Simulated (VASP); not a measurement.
# Ir (Fm-3m) in VASP: settings compared, part 2 of 2

VASP 6.6.1. The steps go on from the part before.

### 5 Band structure, LDA

Input file INCAR:

```
PREC = Accurate
ENCUT = 520
EDIFF = 1E-6
ISMEAR = 1
SIGMA = 0.1
LREAL = False
LASPH = True
NELM = 80
ALGO = Normal
ISIF = 2
LWAVE = False
LCHARG = False
LMAXMIX = 4
NBANDS = 10
KPAR = 4
```

Input file KPOINTS:

```
Automatic mesh
0
Gamma
  16 16 16
```

Input file POSCAR:

```
Ir                                      
1.0
    0.0000000000      1.9172882887      1.9172882887
    1.9172882887      0.0000000000      1.9172882887
    1.9172882887      1.9172882887      0.0000000000
  Ir            
     1
Direct
     0.0000000000000000    0.0000000000000000    0.0000000000000000
```

KPOINTS_OPT is that of step 4.

Potentials or basis: VASP PAW LDA potentials, release 64 (Ir).

On the command line:

```sh
> cat potpaw_LDA.64/Ir/POTCAR > POTCAR
> mpirun -np 4 vasp_std > vasp.out
```

OUTCAR:

```text
PREC = Accurate
   ENCUT = 520
   EDIFF = 1E-6
   ISMEAR = 1
   LREAL = False
   LASPH = True
   NELM = 80
   ISIF = 2

 ion  position               nearest neighbor table
   1  0.000  0.000  0.000-

  LATTYP: Found a face centered cubic cell.
 ALAT       =     3.8345765774

  Lattice vectors:

 A1 = (   0.0000000000,   1.9172882887,   1.9172882887)
 A2 = (   1.9172882887,   0.0000000000,   1.9172882887)
 A3 = (   1.9172882887,   1.9172882887,   0.0000000000)

Analysis of symmetry for initial positions (statically):
=====================================================================
 Subroutine PRICEL returns:
 Original cell was already a primitive cell.

 Routine SETGRP: Setting up the symmetry group for a
 face centered cubic supercell.

 Subroutine GETGRP returns: Found 48 space group operations
 (whereof 48 operations were pure point group operations)
 out of a pool of 48 trial point group operations.

The static configuration has the point symmetry O_h .

Analysis of symmetry for dynamics (positions and initial velocities):
=====================================================================
 Subroutine PRICEL returns:
 Original cell was already a primitive cell.

 Routine SETGRP: Setting up the symmetry group for a
 face centered cubic supercell.

 Subroutine GETGRP returns: Found 48 space group operations
 (whereof 48 operations were pure point group operations)
 out of a pool of 48 trial point group operations.

The dynamic configuration has the point symmetry O_h .

 Subroutine INISYM returns: Found 48 space group operations
 (whereof 48 operations are pure point group operations),
 and found     1 'primitive' translations

----------------------------------------------------------------------------------------

                                     Primitive cell

  volume of cell :      14.0959

  direct lattice vectors                    reciprocal lattice vectors
     0.000000000  1.917288289  1.917288289    -0.260784986  0.260784986  0.260784986
     1.917288289  0.000000000  1.917288289     0.260784986 -0.260784986  0.260784986
     1.917288289  1.917288289  0.000000000     0.260784986  0.260784986 -0.260784986

  length of vectors
     2.711455101  2.711455101  2.711455101     0.451692846  0.451692846  0.451692846

  position of ions in fractional coordinates (direct lattice)
     0.000000000  0.000000000  0.000000000

  ion indices of the primitive-cell ions
   primitive index   ion index
                 1           1

----------------------------------------------------------------------------------------

 KPOINTS: Automatic mesh

Automatic generation of k-mesh.
 Grid dimensions read from file:
 generate k-points for:   16   16   16

 Generating k-lattice:

  Cartesian coordinates                     Fractional coordinates (reciprocal lattice)
    -0.016299062  0.016299062  0.016299062     0.062500000  0.000000000  0.000000000
     0.016299062 -0.016299062  0.016299062     0.000000000  0.062500000  0.000000000
     0.016299062  0.016299062 -0.016299062     0.000000000  0.000000000  0.062500000

  Length of vectors
     0.028230803  0.028230803  0.028230803

  Shift w.r.t. Gamma in fractional coordinates (k-lattice)
     0.000000000  0.000000000  0.000000000

 Subroutine IBZKPT returns following result:
 ===========================================

 Found    145 irreducible k-points:

 Following reciprocal coordinates:
            Coordinates               Weight
  0.000000  0.000000  0.000000      1.000000
  0.062500  0.000000  0.000000      8.000000
  0.125000  0.000000  0.000000      8.000000
  0.187500  0.000000  0.000000      8.000000
  0.250000  0.000000  0.000000      8.000000
  0.312500  0.000000  0.000000      8.000000
[... 16 lines left out ...]
 -0.125000  0.062500  0.000000     24.000000
 -0.062500  0.062500  0.000000     12.000000
 [... further k-points ...]
   k-points           NKPTS =    145   k-points in BZ     NKDIM =    145   number of bands    NBANDS=     10
   number of dos      NEDOS =    301   number of ions     NIONS =      1
   total plane-waves  NPLWV =   8000
   dimension x,y,z NGX =    20 NGY =   20 NGZ =   20
   dimension x,y,z NGXF=    40 NGYF=   40 NGZF=   40
   ions per type =               1
   NGX,Y,Z   is equivalent  to a cutoff of  12.26, 12.26, 12.26 a.u.
   NGXF,Y,Z  is equivalent  to a cutoff of  24.52, 24.52, 24.52 a.u.
 SYSTEM =  unknown system
   PREC   = accura    normal or accurate (medium, high low for compatibility)
   ISTART =      0    job   : 0-new  1-cont  2-samecut
   ICHARG =      2    charge: 1-file 2-atom 10-const
   ISPIN  =      1    spin polarized calculation?
   LNONCOLLINEAR =      F non collinear calculations
   LSORBIT =      F    spin-orbit coupling
   LASPH  =      T    aspherical Exc in radial PAW
   ENCUT  =  520.0 eV  38.22 Ry    6.18 a.u.   5.04  5.04  5.04*2*pi/ulx,y,z
   NELM   =     80;   NELMIN=  2; NELMDL= -5     # of ELM steps
   EDIFF  = 0.1E-05   stopping-criterion for ELM
   LREAL  =      F    real-space projection
   EDIFFG = 0.1E-04   stopping-criterion for IOM
   NSW    =      0    number of steps for IOM
   IBRION =     -1    ionic relax: 0-MD 1-quasi-New 2-CG
   NFREE  =      0    steps in history (QN), initial steepest desc. (CG)
   ISIF   =      2    stress and relaxation
   ISYM   =      2    0-nonsym 1-usesym 2-fastsym
   POTIM  = 0.5000    time-step for ionic-motion
   TEBEG  =    0.0;   TEEND  =   0.0 temperature during run
   PSTRESS=    0.0 pullay stress
   NELECT =       9.0000    total number of electrons
   NUPDOWN=      -1.0000    fix difference up-down
   EMIN   =  10.00;   EMAX   =-10.00  energy-range for DOS
   EFERMI =   0.00;   METHOD = LEGACY
   ISMEAR =     1;   SIGMA  =   0.10  broadening in eV -4-tet -1-fermi 0-gaus
   EFERMI_NEDOS =   21; number of points for ismear=-14 and -15
   IALGO  =     38    algorithm
   IMIX   =      4    mixing-type and parameters
     AMIX     =   0.40;   BMIX     =  1.00
     AMIX_MAG =   1.60;   BMIX_MAG =  1.00
  volume/ion in A,a.u.               =      14.10        95.12
  Fermi-wavevector in a.u.,A,eV,Ry     =   1.409694  2.663936 27.038011  1.987238
  Thomas-Fermi vector in A             =   2.531724
   LORBIT       =      0    0 simple, 1 ext, 2 COOP (PROOUT), +10 PAW based schemes
   GGA     = CA    functional components
   LHFCALC =     F    Hartree Fock is set to
   AEXX    =    0.0000 exact exchange contribution
   IVDW    =     0    specifies the selected vdW correction
   LEPSILON=     F    determine dielectric tensor
   LRPA    =     F    only Hartree local field effects (RPA)
 non-spin polarized calculation
 Methfessel and Paxton  Order N= 1 SIGMA  =   0.10
  energy-cutoff  :      520.00
  volume of cell :       14.10
 maximum number of plane-waves:       392
   NGX =  9   NGY =  9   NGZ =  9

 number of electron       9.0000000 magnetization

 Free energy of the ion-electron system (eV)
  ---------------------------------------------------
  ext. energy  EPLUGINS =         0.00000000
  ---------------------------------------------------
  free energy    TOTEN  =       -10.31339407 eV

  energy without entropy =      -10.31315145  energy(sigma->0) =      -10.31331320

 E-fermi :  10.3686     XC(G=0): -14.1596

 val. band max:       10.3664020006   @ k =  -0.3750   0.1875   0.0000
 cond. band min:      10.3701759718   @ k =   0.3750   0.0625   0.0000
 fundamental gap:      0.0037739712
 Fermi energy:        10.3686228929

 k-point     1 :       0.0000    0.0000    0.0000
  band No.  band energies     occupation
      1      -0.7717      2.00000
      2       6.4395      2.00000
      3       6.4395      2.00000
      4       6.4395      2.00000
      5       9.1839      2.00000
      6       9.1839      2.00000
      7      24.7096      0.00000
      8      30.2708      0.00000
      9      30.2708      0.00000
     10      30.2708      0.00000
[... 287 lines left out ...]
 k-point    24 :      -0.0625    0.0625    0.0000
  band No.  band energies     occupation
      1      -0.3124      2.00000
      2       6.1787      2.00000
      3       6.6212      2.00000
      4       6.6752      2.00000
      5       8.9233      2.00000
      6       9.2096      2.00000
      7      25.4929      0.00000
      8      28.5647      0.00000
      9      30.4523      0.00000
     10      31.3006      0.00000

 [... further k-points ...]

------------------------ aborting loop because EDIFF is reached ----------------------------------------

  FORCE on cell =-STRESS in cart. coord.  units (eV):
  Direction    XX          YY          ZZ          XY          YZ          ZX
  --------------------------------------------------------------------------------------
  -------------------------------------------------------------------------------------
  Total       -0.3999667     -0.3999667     -0.3999667      0.0000000      0.0000000     -0.0000000
  in kB      -45.4613364    -45.4613364    -45.4613364      0.0000000      0.0000000     -0.0000000
  external PRESSURE =     -45.4613364 kB  Pullay stress =       0.0000000 kB

 VOLUME and BASIS-vectors are now :
 -----------------------------------------------------------------------------
  energy-cutoff  :      520.00
  volume of cell :       14.10
      direct lattice vectors                 reciprocal lattice vectors
     0.000000000  1.917288289  1.917288289    -0.260784986  0.260784986  0.260784986
     1.917288289  0.000000000  1.917288289     0.260784986 -0.260784986  0.260784986
     1.917288289  1.917288289  0.000000000     0.260784986  0.260784986 -0.260784986

 POSITION                                       TOTAL-FORCE (eV/Angst)
 -----------------------------------------------------------------------------------
      0.00000      0.00000      0.00000         0.000000      0.000000      0.000000
 -----------------------------------------------------------------------------------
    total drift:                                0.000000     -0.000000     -0.000000

  FREE ENERGIE OF THE ION-ELECTRON SYSTEM (eV)
  ---------------------------------------------------
  free  energy   TOTEN  =       -10.3133940677 eV

  energy  without entropy=      -10.3131514504  energy(sigma->0) =      -10.31331320
```

Run time: 5.5 s. Hardware: 4 MPI ranks of Intel Xeon Platinum 8488C (Sapphire Rapids), shared host; peak memory 0.14 GiB.

What came out:

| Item | Value |
| --- | --- |
| Free energy | -10.3134 eV |
| Pressure | -4.5 GPa |
| Band gap along the path | none (metal or under the smearing width) |

Levels at the corners of the path, in eV from the Fermi level:
```
point  band 1  band 2  band 3  band 4  band 5  band 6  band 7  band 8  band 9
    Γ  -11.14   -3.93   -3.93   -3.93   -1.18   -1.18   14.34   19.90   19.90
    X   -7.95   -7.40    0.90    1.49    1.49    1.74   10.57   11.72   11.72
    X   -7.95   -7.40    0.90    1.49    1.49    1.74   10.57   11.72   11.72
    W   -6.29   -4.91   -4.91   -1.80    1.49    8.24    9.12    9.12   13.42
    W   -6.29   -4.91   -4.91   -1.80    1.49    8.24    9.12    9.12   13.42
    K   -6.99   -6.02   -2.90   -0.87    0.61    6.36    7.76   11.56   15.59
    K   -6.99   -6.02   -2.90   -0.87    0.61    6.36    7.76   11.56   15.59
    Γ  -11.14   -3.93   -3.93   -3.93   -1.18   -1.18   14.34   19.90   19.90
    Γ  -11.14   -3.93   -3.93   -3.93   -1.18   -1.18   14.34   19.90   19.90
    L   -8.15   -4.02   -4.02   -0.72    0.92    0.92    7.31   13.88   19.78
    L   -8.15   -4.02   -4.02   -0.72    0.92    0.92    7.31   13.88   19.78
    U   -6.99   -6.02   -2.90   -0.87    0.61    6.36    7.76   11.56   15.59
    U   -6.99   -6.02   -2.90   -0.87    0.61    6.36    7.76   11.56   15.59
    W   -6.29   -4.91   -4.91   -1.80    1.49    8.24    9.12    9.12   13.42
    W   -6.29   -4.91   -4.91   -1.80    1.49    8.24    9.12    9.12   13.42
    L   -8.15   -4.02   -4.02   -0.72    0.92    0.92    7.31   13.88   19.78
    L   -8.15   -4.02   -4.02   -0.72    0.92    0.92    7.31   13.88   19.78
    K   -6.99   -6.02   -2.90   -0.87    0.61    6.36    7.76   11.56   15.59
    U   -6.99   -6.02   -2.90   -0.87    0.61    6.36    7.76   11.56   15.59
    X   -7.95   -7.40    0.90    1.49    1.49    1.74   10.57   11.72   11.72
```

Caveat: spin-orbit coupling is left out, which moves the levels of the heavy elements.

### 6 Band structure, r2SCAN

Changes to INCAR since step 5:

```diff
@@ -13,2 +13,4 @@
 LMAXMIX = 4
+METAGGA = R2SCAN
+LMIXTAU = True
 NBANDS = 10
```

KPOINTS is that of step 5.

POSCAR is that of step 5.

KPOINTS_OPT is that of step 5.

Potentials or basis: VASP PAW PBE potentials, release 64 (Ir).

On the command line:

```sh
> cat potpaw_PBE.64/Ir/POTCAR > POTCAR
> mpirun -np 4 vasp_std > vasp.out
```

Run time: 25 s. Hardware: 4 MPI ranks of Intel Xeon Platinum 8488C (Sapphire Rapids), shared host; peak memory 0.16 GiB.

The run converged. Its results:

```yaml
Free_energy: -52.3535 eV
Pressure: 5.7 GPa
Band_gap_along_the_path: none (metal or under the smearing width)
```

Levels at the corners of the path, in eV from the Fermi level:
```tsv
point	band 1	band 2	band 3	band 4	band 5	band 6	band 7	band 8
Γ	-11.57	-4.01	-4.01	-4.01	-1.29	-1.29	15.10	20.98
X	-8.25	-7.66	0.86	1.59	1.59	1.79	11.13	12.35
X	-8.25	-7.66	0.86	1.59	1.59	1.79	11.13	12.35
W	-6.52	-5.08	-5.08	-1.89	1.60	8.75	9.52	9.52
W	-6.52	-5.08	-5.08	-1.89	1.60	8.75	9.52	9.52
K	-7.24	-6.24	-3.00	-0.96	0.69	6.79	8.07	12.06
K	-7.24	-6.24	-3.00	-0.96	0.69	6.79	8.07	12.06
Γ	-11.57	-4.01	-4.01	-4.01	-1.29	-1.29	15.10	20.98
Γ	-11.57	-4.01	-4.01	-4.01	-1.29	-1.29	15.10	20.98
L	-8.45	-4.17	-4.17	-0.71	0.95	0.95	7.71	14.72
L	-8.45	-4.17	-4.17	-0.71	0.95	0.95	7.71	14.72
U	-7.24	-6.24	-3.00	-0.96	0.69	6.79	8.07	12.06
U	-7.24	-6.24	-3.00	-0.96	0.69	6.79	8.07	12.06
W	-6.52	-5.08	-5.08	-1.89	1.60	8.75	9.52	9.52
W	-6.52	-5.08	-5.08	-1.89	1.60	8.75	9.52	9.52
L	-8.45	-4.17	-4.17	-0.71	0.95	0.95	7.71	14.72
L	-8.45	-4.17	-4.17	-0.71	0.95	0.95	7.71	14.72
K	-7.24	-6.24	-3.00	-0.96	0.69	6.79	8.07	12.06
U	-7.24	-6.24	-3.00	-0.96	0.69	6.79	8.07	12.06
X	-8.25	-7.66	0.86	1.59	1.59	1.79	11.13	12.35
```

Caveat: the PAW data sets were made with another functional, which shifts forces and pressure a little; spin-orbit coupling is left out, which moves the levels of the heavy elements.

### 7 The runs side by side

| task | level | potentials or basis | spin | cell | k mesh | cutoff (eV) | smearing | by perturbation theory | pressure (GPa) |
| --- | --- | --- | --- | --- | --- | --- | --- | --- | --- |
| optical spectrum | PBE | VASP PAW PBE potentials, release 64 (Ir) | SOC, no magnetisation | as given | 22 × 22 × 22 | 520 | gaussian 0.05 eV | - | 12.2 |
| phonons | PBEsol | VASP PAW PBE potentials, release 64 (Ir) | off | relaxed | 30 × 30 × 30 | 600 | methfessel-paxton 0.2 eV | no | - |
| band structure | PBE | VASP PAW PBE potentials, release 64 (Ir) | off | as given | 16 × 16 × 16 | 520 | methfessel-paxton 0.1 eV | - | 11.4 |
| band structure | LDA | VASP PAW LDA potentials, release 64 (Ir) | off | as given | 16 × 16 × 16 | 520 | methfessel-paxton 0.1 eV | - | -4.5 |
| band structure | r2SCAN | VASP PAW PBE potentials, release 64 (Ir) | off | as given | 16 × 16 × 16 | 520 | methfessel-paxton 0.1 eV | - | 5.7 |

Caveats: spin-orbit coupling is left out, which moves the levels of the heavy elements (some runs); the PAW data sets were made with another functional, which shifts forces and pressure a little (some runs); independent-particle spectra lack excitons (some runs).

Total energies depend on the potentials used, so only differences within one code and one set of settings carry meaning.
